## Results and discussion

In the ionic limit of silica, every valence electron sits on oxygen and every silicon orbital is empty. In the covalent limit, each bond is shared equally. The density of states shows where the PBEsol solid lies between the two, because it tells at each energy how much of the states belongs to which orbital. A share below means an orbital's projected density divided by the total density of the same row.

Density of states of SiO2 (I-42d, 6 atoms per cell, a = 5.027 Å, c = 7.379 Å), total and by orbital (Löwdin, summed over sites), from Ansatz 0.2.0 with PBEsol, scalar-relativistic PAW, no spin polarisation, a 420 eV cutoff and a 6×6×6 k mesh. The densities use tetrahedra on a 9×9×9 k mesh and are averaged over 0.2 eV bins. Energies are relative to the Fermi level, set at mid-gap.

| energy (eV) | density of states total (states/eV/cell) | DOS O 2p (states/eV/cell) | DOS Si 3p (states/eV/cell) | DOS O 2s (states/eV/cell) | DOS Si 3s (states/eV/cell) |
| --- | --- | --- | --- | --- | --- |
| -7.95 | 8.83 | 6.86 | 1.82 | 0.0300 | 0.01 |
| -7.55 | 0 | 0 | 0 | 0.0000 | 0 |
| -7.15 | 0 | 0 | 0 | 0.0000 | 0 |
| -6.75 | 0 | 0 | 0 | 0.0000 | 0 |
| -6.35 | 0 | 0 | 0 | 0.0000 | 0 |
| -5.95 | 0 | 0 | 0 | 0.0000 | 0 |
| -5.55 | 6.39 | 5.27 | 0.71 | 0.2700 | 0.01 |
| -5.15 | 5.04 | 4.49 | 0.29 | 0.1400 | 0.01 |
| -4.75 | 3.16 | 2.89 | 0.15 | 0.0600 | 0 |
| -4.35 | 5.95 | 5.56 | 0.21 | 0.0600 | 0 |
| -3.95 | 3.85 | 3.62 | 0.09 | 0.0500 | 0 |
| -3.55 | 4 | 3.79 | 0.05 | 0.0800 | 0.02 |
| -3.15 | 7.78 | 7.56 | 0.08 | 0.0500 | 0.01 |
| -2.75 | 0 | 0 | 0 | 0.0000 | 0 |
| -2.35 | 0 | 0 | 0 | 0.0000 | 0 |
| -1.95 | 0 | 0 | 0 | 0.0000 | 0 |
| -1.55 | 0 | 0 | 0 | 0.0000 | 0 |
| -1.15 | 0 | 0 | 0 | 0.0000 | 0 |
| -0.75 | 0 | 0 | 0 | 0.0000 | 0 |
| -0.35 | 0 | 0 | 0 | 0.0000 | 0 |
| 0.05 | 0 | 0 | 0 | 0.0000 | 0 |
| 0.45 | 0 | 0 | 0 | 0.0000 | 0 |
| 0.85 | 0 | 0 | 0 | 0.0000 | 0 |
| 1.25 | 0 | 0 | 0 | 0.0000 | 0 |
| 1.65 | 0 | 0 | 0 | 0.0000 | 0 |
| 2.05 | 0 | 0 | 0 | 0.0000 | 0 |
| 2.45 | 0 | 0 | 0 | 0.0000 | 0 |
| 2.85 | 0 | 0 | 0 | 0.0000 | 0 |
| 3.25 | 0.17 | 0.01 | 0.02 | 0.0400 | 0.08 |
| 3.65 | 0.3 | 0.02 | 0.05 | 0.0600 | 0.12 |
| 4.05 | 0.44 | 0.03 | 0.1 | 0.0900 | 0.15 |
| 4.45 | 0.6 | 0.05 | 0.16 | 0.1200 | 0.19 |
| 4.85 | 0.89 | 0.07 | 0.27 | 0.1800 | 0.27 |
| 5.25 | 1.14 | 0.1 | 0.37 | 0.2300 | 0.33 |
| 5.65 | 1.05 | 0.1 | 0.39 | 0.2000 | 0.25 |

### 1. How wide is the gap?

The listed rows suggest 6.4 eV, the distance between the last filled row and the first non-empty one above it. The band edges of the same calculation are closer together, at -2.86 and +2.86 eV, and give a gap of 5.71 eV. The rows exaggerate because each covers 0.2 eV while they stand 0.4 eV apart, so the valence top falls between two of them. On the other side, the row at 2.85 eV contains the conduction edge but prints zero, a point taken up in question 7. The zero of energy lies in mid-gap by convention, and no state is found there.

### 2. Which atom owns the highest filled states?

Oxygen owns them almost alone: at -3.15 eV the O 2p share is 97 %. The O 2p level of the free atom lies well below the 3p level of silicon, and this difference is why electrons collect on oxygen. In the solid, the positive silicon neighbours lower the oxygen levels further, while the extra electrons on oxygen repel one another and raise them again. An oxygen atom has three 2p orbitals but only two silicon neighbours. The orbital along the line from one silicon to the other makes most of the bond, and the remaining two are largely lone pairs, which find little on silicon to mix with. Because the Si–O–Si bridge is bent, one of the two is expected to keep a small share in the bond.

### 3. Where, then, is the bond between silicon and oxygen?

It lies deeper. When an oxygen orbital mixes with a higher silicon orbital, the filled combination is pushed down, and the stronger the mixing, the deeper it lies and the more silicon it contains. The table shows this order without exception: the ratio of Si 3p to O 2p falls in every step from the deepest listed row to the valence top. At -7.95 eV silicon 3p holds 21 % of the states, at -3.15 eV only 1 %. Silicon 3s is nearly absent from these rows, but it is not empty in the solid: the filled states that contain it lie mostly below the listed window.

Two levels are enough to turn this picture into a formula. Let $E_\mathrm{O}$ and $E_\mathrm{Si}$ be the energies of the unmixed orbitals, $t$ their coupling, and $c_\mathrm{O}$ and $c_\mathrm{Si}$ their amplitudes in a state of energy $E$. The two conditions for such a state are

$$(E_\mathrm{O}-E)\,c_\mathrm{O}+t\,c_\mathrm{Si}=0,\qquad t\,c_\mathrm{O}+(E_\mathrm{Si}-E)\,c_\mathrm{Si}=0 .$$

Each gives the ratio of the amplitudes, and multiplying the two results removes the coupling:

$$\frac{c_\mathrm{Si}^2}{c_\mathrm{O}^2}=\frac{E_\mathrm{O}-E}{E_\mathrm{Si}-E}.$$

A state that has not been pushed down contains no silicon, and the silicon part grows with depth.

For an estimate, take the valence top as the unmixed oxygen level. The row at -7.95 eV then fixes the silicon level at 11.25 eV. For the row at -5.55 eV, which had no part in this choice, the formula gives $(-2.86+5.55)/(11.25+5.55)=0.16$. The calculation has 0.135, so the estimate is about a fifth too high.

### 4. Does depth alone measure the bonding?

It does not. Higher up in the valence band the same formula overstates the silicon part by a factor of about two to three and a half. These states lie deeper than their mixing with silicon explains. The likely reason is that lone pairs on neighbouring oxygen atoms overlap and spread into a band, some moving down and others up. The table does not separate this effect from the bonding.

If this is right, the unmixed level belongs near the middle of the lone-pair band and not at its top. With the O 2p centre of the upper valence group, -4.3 eV, as reference and the silicon level set anew by the deepest row, the three lowest rows of that group come out within about a quarter of their computed ratios. From -4.35 eV upwards this version fails, since it leaves almost no silicon or none. The silicon level it needs is 5.9 eV, about half the earlier value, so neither number should be read as a real orbital energy. The printed analysis after this text gives both versions row by row.

A count of electrons supports the lone-pair reading. Two such orbitals on each of four oxygen atoms, with two electrons apiece, hold 16 electrons. Adding up the upper valence group, with each listed row standing for 0.4 eV, gives about 14.5. Half of the bins are not listed, so this agreement is rough and does not prove the assignment.

### 5. Why do the empty states begin so thinly?

The rows at -3.15 and 3.25 eV both lie within 0.4 eV of their band edge, yet the density at the first is 46 times that at the second. Lone pairs couple weakly, so many states crowd into a narrow range of energy. The lowest empty state lies at the centre of the Brillouin zone and is built mainly from s orbitals: at 3.25 eV, roughly half of the density is Si 3s and a quarter O 2s. Such orbitals reach in all directions and link up well through the crystal, which makes the band a steep valley with few states near its bottom.

In a valley of parabolic shape, the density grows as the square root of the energy above the edge. Starting from 0.17 states/eV/cell at 3.25 eV, this predicts 0.42 at 5.25 eV, but the calculation has 1.14. The valley therefore flattens on the way up, or further bands join in; the table cannot tell which. Over the same range Si 3p overtakes Si 3s as the largest share, so the character of the states changes along with their number.

### 6. What would change if germanium replaced silicon?

The two band edges would respond differently. The valence top has hardly any silicon in it and should stay nearly in place relative to the oxygen levels. The conduction edge has Si 3s as its largest part, and the 4s level of germanium lies lower than the 3s level of silicon. The bonds to germanium are also longer, which is expected to weaken the mixing with oxygen that pushes this edge up. For both reasons the edge should sink and the gap narrow, which agrees with the known smaller gap of germanium dioxide. For cations with empty d shells at the conduction edge, the same reasoning applies with the d level in place of the s level.

### 7. Which digits can be trusted?

The lead of O 2p in the valence band is safe, but the foot of the conduction band is not. The bin at 2.85 eV contains the band edge and still shows zero, where the parabola drawn through the next row would give about 0.03 states/eV/cell. The probable cause is the straight-line interpolation between k points, which runs above a curved valley and so finds too few states near its bottom. A finer mesh would test this. It would probably also raise the density at 3.25 eV somewhat, so part of the apparent flattening in question 5 may come from the mesh.

The computed gap belongs to PBEsol at this fixed geometry and is not the true gap of silica. The oxygen atoms still feel forces there, the PAW datasets were made for PBE, and the cutoff was not varied, so the second decimal carries little meaning. Functionals of this kind place empty states too close to filled ones, so the measured gap is expected to be clearly larger. A hybrid functional would widen the gap. The orbital picture of questions 2 and 3 depends much less on this error, because it rests on which level lies lower and not on the exact distance.

Least certain is any single number for how ionic the solid is. Sharing the electrons out by orbitals (Löwdin) gives silicon a charge of +1.8, while dividing space at the minima of the electron density (Bader) gives +3.3. Both describe the same density, though the orbitals leave about 0.4 of the 32 valence electrons unassigned, which can make the first charge slightly too high. Electrons in the bond lie close to oxygen in space, yet silicon orbitals reach far enough to describe part of them. Silica is thus strongly polar by either measure, but a charge is comparable only with charges obtained in the same way.

Output of the analysis:

```
Shares and models (0 where empty or not applicable):
    row  O 2p %  Si 3p %  O 2s %  Si 3s %  sum %  Si 3p/O 2p  model from top  model from centre  apparent mass
  -7.95   77.69    20.61  0.3398   0.1133  98.75      0.2653          0.2653             0.2653              0
  -7.55       0        0       0        0      0           0               0                  0              0
  -7.15       0        0       0        0      0           0               0                  0              0
  -6.75       0        0       0        0      0           0               0                  0              0
  -6.35       0        0       0        0      0           0               0                  0              0
  -5.95       0        0       0        0      0           0               0                  0              0
  -5.55   82.47    11.11   4.225   0.1565  97.97      0.1347          0.1603             0.1113              0
  -5.15   89.09    5.754   2.778   0.1984  97.82     0.06459          0.1399            0.07916              0
  -4.75   91.46    4.747   1.899        0   98.1      0.0519          0.1184            0.04457              0
  -4.35   93.45    3.529   1.008        0  97.98     0.03777         0.09575           0.007291              0
  -3.95   94.03    2.338   1.299        0  97.66     0.02486         0.07195                  0              0
  -3.55   94.75     1.25       2      0.5   98.5     0.01319         0.04687                  0              0
  -3.15   97.17    1.028  0.6427   0.1285  98.97     0.01058         0.02039                  0              0
  -2.75       0        0       0        0      0           0               0                  0              0
  -2.35       0        0       0        0      0           0               0                  0              0
  -1.95       0        0       0        0      0           0               0                  0              0
  -1.55       0        0       0        0      0           0               0                  0              0
  -1.15       0        0       0        0      0           0               0                  0              0
  -0.75       0        0       0        0      0           0               0                  0              0
  -0.35       0        0       0        0      0           0               0                  0              0
   0.05       0        0       0        0      0           0               0                  0              0
   0.45       0        0       0        0      0           0               0                  0              0
   0.85       0        0       0        0      0           0               0                  0              0
   1.25       0        0       0        0      0           0               0                  0              0
   1.65       0        0       0        0      0           0               0                  0              0
   2.05       0        0       0        0      0           0               0                  0              0
   2.45       0        0       0        0      0           0               0                  0              0
   2.85       0        0       0        0      0           0               0                  0              0
   3.25   5.882    11.76   23.53    47.06  88.24           2               0                  0         0.5667
   3.65   6.667    16.67      20       40  83.33         2.5               0                  0         0.6551
   4.05   6.818    22.73   20.45    34.09  84.09       3.333               0                  0         0.7381
   4.45   8.333    26.67      20    31.67  86.67         3.2               0                  0         0.8243
   4.85   7.865    30.34   20.22    30.34  88.76       3.857               0                  0          0.995
   5.25   8.772    32.46   20.18    28.95  90.35         3.7               0                  0          1.104
   5.65   9.524    37.14   19.05    23.81  89.52         3.9               0                  0         0.9928
Distance between the non-empty listed rows on both sides of the gap, eV: 6.4
O 2p centre of the upper valence group, eV: -4.275
Si level needed with the band top as O level, eV: 11.25
Si level needed with the O 2p centre as O level, eV: 5.901
Rough electron count of the upper valence group, per cell: 14.47
Density at -3.15 eV over density at 3.25 eV, ratio: 45.76
Density at 5.25 eV if the mass stayed as at 3.25 eV, states/eV/cell: 0.4192
Density expected in the bin at 2.85 eV from the same parabola, states/eV/cell: 0.0259
Loewdin charge of Si, e: 1.784
Rounding error of the total at 3.25 eV, percent: 2.941
```
